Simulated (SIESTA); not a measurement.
## As under changes of volume

One of the cells (21.961 Å³/atom); the others are scaled copies at fixed shape and fractional positions:

```
As
1.0
     1.89325    1.09307    3.53733
    -1.89325    1.09307    3.53733
     0.00000   -2.18614    3.53733
As
2
Direct
  0.22600 0.22600 0.22600
  0.77400 0.77400 0.77400
```

- Program: SIESTA 5.4.2
- Functional: PBEsol
- Potentials or basis: PseudoDojo 0.4 standard (PBEsol files)
- Basis: DZP (energy shift 0.003 Ry; two zetas on semicore shells)
- Grid cutoff: 500 Ry
- Energy shift: 0.003 Ry
- k mesh: 9 × 9 × 9
- Occupations: fermi-dirac, width 0.05 eV
- Spin: no spin polarisation

```tsv
volume (Å³/atom)	energy over the lowest point (meV/atom)	pressure (GPa)	largest force (eV/Å)
20.239	?	?	?
20.669	27.36	6.3	1.113
21.100	13.31	4.3	0.969
21.961	0.07	0.8	0.663
22.392	0.00	-0.7	0.540
22.822	5.35	-2.0	0.426
```

Q: What does the run at 20.239 Å³/atom give?

A: Energy over the lowest point 46.94 meV/atom; pressure 8.4 GPa; largest force 1.285 eV/Å.

Worked out: A Birch-Murnaghan fit of order 3 (a polynomial in V^(-2/3)) to the other rows has its minimum at 22.14 Å³/atom with B0 = V·E''(V) = 91 GPa (rough, since the energies scatter) at fixed shape and positions, which overstates the stiffness. It gives 45.86 meV/atom at 20.239 Å³/atom, against the run's 46.94, and -dE/dV = 7.8 GPa, against 8.4.

Energies are extrapolated to zero smearing.

Caveats: the basis of atomic orbitals isn't converged, which shifts pressures, moduli and gaps; forces of over 1 eV/Å show positions far from the minimum, so gaps and moduli don't describe the material at rest (some runs).
